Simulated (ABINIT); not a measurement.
The system is MnO.

```
CELL_PARAMETERS angstrom
0.00000 2.22391 2.22391
2.22391 0.00000 2.22391
2.22391 2.22391 0.00000
ATOMIC_POSITIONS crystal
Mn 0.00000 0.00000 0.00000
O 0.50000 0.50000 0.50000
```

The cell is a database's computed one.

Base run:

* Program: ABINIT 10.8.3 (patched build)
* Functional: LDA
* Potentials or basis: PseudoDojo NC SR LDA v0.4.1 standard
* Cutoff: 1252 eV
* k mesh: 8 × 8 × 8
* Occupations: fermi-dirac, width 0.05 eV
* Spin: collinear spin, ferromagnetic start
* Starting moments: [4.0, 0.0] μB

Its results: pressure -16.2 GPa; net moment 4.65 μB per cell; site moments Mn +4.04; O +0.24 μB.

Q: The run is repeated on the same cell with these changes: k mesh from 8 × 8 × 8 to 6 × 6 × 6, with 4 shifts. What comes out?

A: Pressure -17.2 GPa; net moment 4.59 μB per cell; site moments Mn +4.00; O +0.23 μB.

Caveats: so large a pressure means that the cell lies far from this level's equilibrium, or that cutoff or potentials fall short; a cell with one magnetic atom can't hold antiferromagnetic order, which such compounds often take.
